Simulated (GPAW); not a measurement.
Input of a GPAW 26.7.0 run:

Contents of run.py:

```python
from ase.eos import EquationOfState
from ase.io import Trajectory, read
from ase.units import GPa
from gpaw import GPAW, PW, setup_paths

setup_paths.insert(0, '.')

atoms = read('GaP.cif')

traj = Trajectory('eos.traj', 'w')
volumes, energies = [], []
for x in [0.94, 0.96, 0.98, 1.0, 1.02, 1.04, 1.06]:
    a = atoms.copy()
    a.set_cell(atoms.cell * x**(1 / 3), scale_atoms=True)
    calc = GPAW(mode=PW(600),
                xc='GGA_X_PW91+GGA_C_PW91',
                kpts={'size': (8, 8, 8), 'gamma': True},
                occupations={'name': 'fermi-dirac', 'width': 0.05},
                nbands=11,
                convergence={'density': 1e-05, 'energy': 1e-05},
                maxiter=150,
                txt=f'eos-{x:.2f}.txt')
    a.calc = calc
    energies.append(a.get_potential_energy(force_consistent=True))
    volumes.append(a.get_volume())
    p = -a.get_stress()[:3].mean() / GPa
    calc.write(f'eos-{x:.2f}.gpw')
    traj.write(a)
    print(f'{x:.2f} {volumes[-1]:10.4f} A^3 {energies[-1]:14.6f} eV {p:9.3f} GPa', flush=True)

v0, e0, B = EquationOfState(volumes, energies, eos='birchmurnaghan').fit()
print(f'V0 = {v0:.4f} A^3, E0 = {e0:.6f} eV, B0 = {B / GPa:.2f} GPa')
```

Contents of GaP.cif:

```cif
data_GaP
_cell_length_a 3.85408551
_cell_length_b 3.85408551
_cell_length_c 3.85408551
_cell_angle_alpha 60.00000000
_cell_angle_beta 60.00000000
_cell_angle_gamma 60.00000000
_space_group_name_H-M_alt 'P1'
_space_group_name_Hall 'P 1'
_space_group_IT_number 1
loop_
_space_group_symop_operation_xyz
'x,y,z'
loop_
_atom_site_label
_atom_site_type_symbol
_atom_site_symmetry_multiplicity
_atom_site_Wyckoff_symbol
_atom_site_fract_x
_atom_site_fract_y
_atom_site_fract_z
_atom_site_occupancy
Ga1 Ga 1 a 0.0000000000 0.0000000000 0.0000000000 1
P1 P 1 a 0.7500000000 0.7500000000 0.7500000000 1
```

Potentials or basis: PAW data sets generated in the run's folder for this functional, pw.

Command:

```console
$ gpaw-setup -f GGA_X_PW91+GGA_C_PW91 Ga P
$ OMP_NUM_THREADS=1 python run.py
```

Task: Estimate the equilibrium volume.

Result: 21.24 Å³/atom.

Task: What does it give for the pressure derivative of the bulk modulus?

Result: 4.6.

Task: What does it give for the bulk modulus?

Result: 80 GPa.

Energy against volume, from the lowest point:
```csv
volume (Å³/atom),energy (meV/atom)
19.026,69.91
19.431,44.74
19.836,25.76
20.240,12.35
20.645,3.93
21.050,0.00
21.455,0.10
```

Caveat: the data sets keep Ga 3d, Li 1s and Be 1s frozen, and some such compounds lay over 1.5 % in volume off other programs.

**What was measured.**

From “Phosphorous dimerization in GaP at high pressure”, 2017, arxiv:1709.06667, for a bulk crystal of GaP: bulk modulus 87.5 ± 0.6 GPa.

Against the measured bulk modulus of GaP, 87.5 GPa (“Phosphorous dimerization in GaP at high pressure”, 2017, arxiv:1709.06667), the calculated 80 GPa is off by -9.1 %. The fit is for a static lattice scaled at fixed shape and fixed fractional positions.
